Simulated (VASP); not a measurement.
# Pt (Fm-3m) in VASP: notebook

The runs below take Pt through relaxation of cell and atoms, with PBEsol.

Program: VASP 6.6.1. These are calculated values, not measurements. Logs are shortened: lines on timing, memory, paths and dates and some standing lists are left out, and cuts for length are marked.

## (1) The crystal as given

It takes space group Fm-3m (No. 225, cubic). Conventional cell: a = 3.922 Å, b = 3.922 Å, c = 3.922 Å, α = 90.00°, β = 90.00°, γ = 90.00°. Around Pt (site symmetry m-3m) lie 12 Pt at 2.77 Å.

## (2) Relaxation of cell and atoms, PBEsol

INCAR

```
SYSTEM = Pt
PREC = Accurate
ENCUT = 520
EDIFF = 1E-7
ISMEAR = 0
SIGMA = 0.1
LREAL = .False.
LASPH = .True.
NELM = 80
ALGO = Normal
ISIF = 3
LWAVE = .False.
LCHARG = .False.
GGA = PS
IBRION = 2
NSW = 80
EDIFFG = -0.002
```

KPOINTS

```
Automatic mesh
0
Gamma
  18 18 18
  0 0 0
```

POSCAR

```
Pt
1.0
    0.0000000000      1.9609000000      1.9609000000
    1.9609000000      0.0000000000      1.9609000000
    1.9609000000      1.9609000000      0.0000000000
Pt
1
Direct
    0.0000000000      0.0000000000      0.0000000000
```

Potentials or basis: VASP PAW PBE potentials, release 64 (Pt).

The run is started by

```bash
$ cat potpaw_PBE.64/Pt/POTCAR > POTCAR
$ mpirun -np 1 vasp_std > vasp.out
```

OUTCAR:

```text
SYSTEM = Pt
   PREC = Accurate
   ENCUT = 520
   EDIFF = 1E-7
   ISMEAR = 0
   LREAL = .False.
   LASPH = .True.
   NELM = 80
   ISIF = 3
   GGA = PS
   IBRION = 2
   NSW = 80
   EDIFFG = -0.002

 ion  position               nearest neighbor table
   1  0.000  0.000  0.000-

  LATTYP: Found a face centered cubic cell.
 ALAT       =     3.9218000000

  Lattice vectors:

 A1 = (   0.0000000000,   1.9609000000,   1.9609000000)
 A2 = (   1.9609000000,   0.0000000000,   1.9609000000)
 A3 = (   1.9609000000,   1.9609000000,   0.0000000000)

Analysis of symmetry for initial positions (statically):
=====================================================================
 Subroutine PRICEL returns:
 Original cell was already a primitive cell.

 Routine SETGRP: Setting up the symmetry group for a
 face centered cubic supercell.

 Subroutine GETGRP returns: Found 48 space group operations
 (whereof 48 operations were pure point group operations)
 out of a pool of 48 trial point group operations.

The static configuration has the point symmetry O_h .

Analysis of symmetry for dynamics (positions and initial velocities):
=====================================================================
 Subroutine PRICEL returns:
 Original cell was already a primitive cell.

 Routine SETGRP: Setting up the symmetry group for a
 face centered cubic supercell.

 Subroutine GETGRP returns: Found 48 space group operations
 (whereof 48 operations were pure point group operations)
 out of a pool of 48 trial point group operations.

The dynamic configuration has the point symmetry O_h .

 Subroutine INISYM returns: Found 48 space group operations
 (whereof 48 operations are pure point group operations),
 and found     1 'primitive' translations

----------------------------------------------------------------------------------------

                                     Primitive cell

  volume of cell :      15.0798

  direct lattice vectors                    reciprocal lattice vectors
     0.000000000  1.960900000  1.960900000    -0.254984956  0.254984956  0.254984956
     1.960900000  0.000000000  1.960900000     0.254984956 -0.254984956  0.254984956
     1.960900000  1.960900000  0.000000000     0.254984956  0.254984956 -0.254984956

  length of vectors
     2.773131374  2.773131374  2.773131374     0.441646899  0.441646899  0.441646899

[... 94 lines left out ...]
   EFERMI_NEDOS =   21; number of points for ismear=-14 and -15
   IALGO  =     38    algorithm
   IMIX   =      4    mixing-type and parameters
     AMIX     =   0.40;   BMIX     =  1.00
     AMIX_MAG =   1.60;   BMIX_MAG =  1.00
  volume/ion in A,a.u.               =      15.08       101.76
  Fermi-wavevector in a.u.,A,eV,Ry     =   1.427609  2.697791 27.729605  2.038068
  Thomas-Fermi vector in A             =   2.547760
   LORBIT       =      0    0 simple, 1 ext, 2 COOP (PROOUT), +10 PAW based schemes
   GGA     = PS    functional components
   LHFCALC =     F    Hartree Fock is set to
   AEXX    =    0.0000 exact exchange contribution
   IVDW    =     0    specifies the selected vdW correction
   LEPSILON=     F    determine dielectric tensor
   LRPA    =     F    only Hartree local field effects (RPA)
 conjugate gradient relaxation of ions
 non-spin polarized calculation
 Gauss-broadening in eV      SIGMA  =   0.10
  energy-cutoff  :      520.00
  volume of cell :       15.08
 maximum number of plane-waves:       419
 NGX is ok and might be reduce to    24
   NGX = 11   NGY = 11   NGZ = 11

--------------------------------------- Ionic step        1  -------------------------------------------

 number of electron      10.0000000 magnetization

 Free energy of the ion-electron system (eV)
  ---------------------------------------------------
  ext. energy  EPLUGINS =         0.00000000
  ---------------------------------------------------
  free energy    TOTEN  =        -6.96530370 eV

  energy without entropy =       -6.95461113  energy(sigma->0) =       -6.95995741

------------------------ aborting loop because EDIFF is reached ----------------------------------------

  FORCE on cell =-STRESS in cart. coord.  units (eV):
  Direction    XX          YY          ZZ          XY          YZ          ZX
  --------------------------------------------------------------------------------------
  -------------------------------------------------------------------------------------
  Total       -0.1172355     -0.1172355     -0.1172355      0.0000000     -0.0000000      0.0000000
  in kB      -12.4558540    -12.4558540    -12.4558540      0.0000000     -0.0000000      0.0000000
  external PRESSURE =     -12.4558540 kB  Pullay stress =       0.0000000 kB
[... 59 lines left out ...]
 number of electron       9.9999999 magnetization

 number of electron      10.0000000 magnetization

 Free energy of the ion-electron system (eV)
  ---------------------------------------------------
  ext. energy  EPLUGINS =         0.00000000
  ---------------------------------------------------
  free energy    TOTEN  =        -6.96556346 eV

  energy without entropy =       -6.95494782  energy(sigma->0) =       -6.96025564

 E-fermi :  11.1839     XC(G=0): -13.6548

 val. band max:       11.1834937638   @ k =  -0.3333   0.3889   0.1111
 cond. band min:      11.1942467011   @ k =   0.3889   0.2222   0.0000
 fundamental gap:      0.0107529373
 Fermi energy:        11.1839357417

 k-point     1 :       0.0000    0.0000    0.0000
  band No.  band energies     occupation
      1       0.8358      2.00000
      2       7.3478      2.00000
      3       7.3478      2.00000
      4       7.3478      2.00000
      5       9.5420      2.00000
      6       9.5420      2.00000
      7      25.7944      0.00000
      8      30.7766      0.00000
      9      30.7766      0.00000
[... 265 lines left out ...]
 k-point    24 :      -0.2222    0.0556    0.0000
  band No.  band energies     occupation
      1       2.8937      2.00000
      2       6.8426      2.00000
      3       7.7453      2.00000
      4       7.8145      2.00000
      5       9.3396      2.00000
      6      10.0285      2.00000
      7      24.8485      0.00000
      8      27.7221      0.00000
      9      32.2563      0.00000

 [... further k-points ...]

------------------------ aborting loop because EDIFF is reached ----------------------------------------

  FORCE on cell =-STRESS in cart. coord.  units (eV):
  Direction    XX          YY          ZZ          XY          YZ          ZX
  --------------------------------------------------------------------------------------
  -------------------------------------------------------------------------------------
  Total        0.0001918      0.0001918      0.0001918      0.0000000      0.0000000      0.0000000
  in kB        0.0204634      0.0204634      0.0204634      0.0000000      0.0000000      0.0000000
  external PRESSURE =       0.0204634 kB  Pullay stress =       0.0000000 kB
[... 16 lines left out ...]
  FREE ENERGIE OF THE ION-ELECTRON SYSTEM (eV)
  ---------------------------------------------------
  free  energy   TOTEN  =        -6.9655634601 eV

  energy  without entropy=       -6.9549478178  energy(sigma->0) =       -6.96025564

 reached required accuracy - stopping structural energy minimisation
```

OSZICAR:

```text
N       E                     dE             d eps       ncg     rms          rms(c)
DAV:   1     0.351598917793E+02    0.35160E+02   -0.55456E+03  3679   0.104E+03
DAV:   2    -0.701823493676E+01   -0.42178E+02   -0.40373E+02  3696   0.185E+02
[... 21 lines left out ...]
DAV:   1    -0.697930752719E+01   -0.15941E-01   -0.32031E-01  3568   0.608E+00    0.812E-01
DAV:   2    -0.696624410496E+01    0.13063E-01   -0.39413E-02  3524   0.176E+00    0.342E-01
DAV:   3    -0.696552406578E+01    0.72004E-03   -0.35973E-03  3660   0.498E-01    0.182E-01
DAV:   4    -0.696556167202E+01   -0.37606E-04   -0.13195E-04  3924   0.880E-02    0.122E-02
DAV:   5    -0.696556325922E+01   -0.15872E-05   -0.18180E-06  4249   0.105E-02    0.325E-03
DAV:   6    -0.696556346301E+01   -0.20379E-06   -0.91801E-08  3527   0.222E-03    0.144E-04
DAV:   7    -0.696556346005E+01    0.29565E-08   -0.10539E-09  1781   0.329E-04
   3 F= -.69655635E+01 E0= -.69602556E+01  d E =-.259763E-03
```

CONTCAR:

```text
Pt
   1.00000000000000
     0.0000000000000000    1.9580469719263420    1.9580469719263420
     1.9580469719263420    0.0000000000000000    1.9580469719263420
     1.9580469719263420    1.9580469719263420    0.0000000000000000
  Pt
     1
Direct
     0.0000000000000000    0.0000000000000000    0.0000000000000000

  0.00000000E+00  0.00000000E+00  0.00000000E+00
```

Wall time 88 s (1 thread of AMD EPYC 7R43 (Zen 3), shared host); peak memory 0.13 GiB.

Results:

```
Free energy                            : -6.9656 eV
Relaxed volume                         : 15.01 Å³/atom
Relaxed cell                           : a = 2.769 Å, b = 2.769 Å, c = 2.769 Å, α = 60.00°, β = 60.00°, γ = 60.00°
Space group after relaxing (to 0.05 Å) : Fm-3m (No. 225)
Energy gained by relaxing              : 0.3 meV/atom
Ionic steps                            : 3
Pressure after relaxing                : 0.0 GPa
Band gap on the k mesh                 : none (metal or under the smearing width)
```

The path:
```csv
step,energy change (eV),largest force (eV/Å),pressure (GPa),volume (Å³)
1,0.0000,0.0000,-1.25,15.08
2,0.0019,0.0000,3.80,14.83
3,-0.0003,0.0000,0.00,15.01
```

Final structure:
```
Pt
1.0
     0.00000    1.95805    1.95805
     1.95805    0.00000    1.95805
     1.95805    1.95805    0.00000
Pt
1
Direct
  0.00000 0.00000 0.00000
```

Caveat: the PAW data sets were made with another functional, which shifts forces and pressure a little.

(Continued in part 2 of 2.)
